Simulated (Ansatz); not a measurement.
# TaN films: biaxial stress and wafer bow

Plane-wave DFT in Ansatz, r2SCAN, scalar-relativistic PAW potentials, cutoff 500 eV, no spin-orbit coupling; no spin polarisation. TaN in space group P-6m2, which needn't be the usual phase of this composition, strained equally along a and b of the conventional cell, with c and the atoms relaxed within the symmetry (a film with c along the normal). Stress is the in-plane mean, tension positive.

```csv
strain (%),stress (GPa),E − E(0) (meV/atom)
-4.5,-45.17,126.4
-3.0,?,54.3
-1.5,-13.36,13.1
+0.0,0.02,0.0
+1.5,11.85,12.3
+3.0,22.25,47.5
+4.5,31.31,103.1
```

Task: Fit the stress, get the biaxial modulus and predict the missing row.

Result: A parabola through the given rows is σ = 0.00 + 8.481 ε -0.3431 ε² GPa (ε in %), so M = dσ/dε = 848 GPa at zero. It predicts -28.53 GPa at -3.0 %; the run gave -28.39 GPa. The miss is 0.14 GPa, so the fit holds. The negative square term means that the film is stiffer in compression than in tension. The energies check it: E/V = Mε² at small strain, and a cubic fit with V = 10.77 Å³/atom gives M = 843 GPa, in agreement.

Task: How much does a 20 nm film at +0.2 % strain bow a 300 mm Si(001) wafer 775 μm thick?

Result: The fit, without its small constant, gives σ = 1.68 GPa. Stoney's formula, κ = 6σt_f/(M_s t_s²) with M_s = 180.5 GPa for Si(001) (literature), gives |κ| = 1.86×10⁻³ m⁻¹ and a bow κr²/2 = 20.9 μm at r = 150 mm, with the film side concave (tension pulls the edges up). This assumes a single-crystal or fully textured, unrelaxed film at 0 K.

The cell has no gap in any row, so the stresses hang on mesh and smearing.

Cost: about 35 core-minutes for the runs cited, on Intel Xeon Processor @ 2.50GHz (Skylake/Cascade Lake) (shared hosts).